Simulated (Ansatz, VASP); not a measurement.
Given: the input of a run of VASP 6.6.1 on HfO2.

The input INCAR:

```
PREC = Accurate ; ENCUT = 520
EDIFF = 1E-7 ; ISMEAR = -1
SIGMA = 0.05 ; LREAL = F
LASPH = T ; NELM = 80
ALGO = Normal ; ISIF = 2
LWAVE = F ; LCHARG = F
GGA = PS ; NBANDS = 18
```

The input KPOINTS:

```
regular mesh
0
Gamma
  9 9 9
```

File POSCAR:

```
HfO2
1.0
    0.0000000000      2.5052914730      2.5052914730
    2.5052914730      0.0000000000      2.5052914730
    2.5052914730      2.5052914730      0.0000000000
Hf O
1 2
Direct
    0.0000000000      0.0000000000      0.0000000000
    0.7500000000      0.7500000000      0.7500000000
    0.2500000000      0.2500000000      0.2500000000
```

Potentials or basis: VASP PAW PBE potentials, release 64 (Hf_pv, O).

Run with:

```bash
$ cat potpaw_PBE.64/Hf_pv/POTCAR potpaw_PBE.64/O/POTCAR > POTCAR
$ mpirun -np 1 vasp_std > vasp.out
```

Task: Translate it to Ansatz 0.2.0. Potentials there: all-electron LAPW, scalar-relativistic.

Result: As run (the cutoff follows the program's own potentials):

The input input.yaml:

```yaml
crystal:
  lattice:
    - [0.0, 2.505291473, 2.505291473]
    - [2.505291473, 0.0, 2.505291473]
    - [2.505291473, 2.505291473, 0.0]
  atoms:
    - { symbol: Hf, position: [0.0, 0.0, 0.0] }
    - { symbol: O, position: [0.75, 0.75, 0.75] }
    - { symbol: O, position: [0.25, 0.25, 0.25] }
kpoints:
  mp_grid: { grid: [9, 9, 9] }
scf:
  occupations: { method: fermi_dirac, width: 0.05 }
hamiltonian:
  xc: pbesol
  pseudopotentials: { kind: all_electron, lapw: { basis_error: 0.002 } }
output:
  forces: true
  stress: true
  eigenvalues: true
```

Potentials or basis: all-electron LAPW, scalar-relativistic.

Run with:

```sh
$ ansatz run input.yaml --threads 2 --pin off --max-ram 6144MiB --backend cpu --events-out ev --progress --plain --runs-dir out
```

Both were run:

|  | VASP | Ansatz | Ansatz less VASP |
| --- | --- | --- | --- |
| gap on the k mesh at the Fermi level (eV) | 3.88 | 3.85 | -0.035 |
| least direct gap on the mesh (eV) | 4.01 | 3.97 | -0.034 |
| pressure (GPa) | 1.6 | 5.5 | +3.92 |

One of these differences is far larger than is usual between the two programs; its cause wasn't traced. Ansatz ran all-electron here, so the differences hold the error of VASP's frozen core and of both bases.

Caveats: spin-orbit coupling is left out, which moves the levels of the heavy elements; an odd mesh through Γ misses points on the zone boundary, where band edges often lie; the PAW data sets were made with another functional, which shifts forces and pressure a little (VASP).
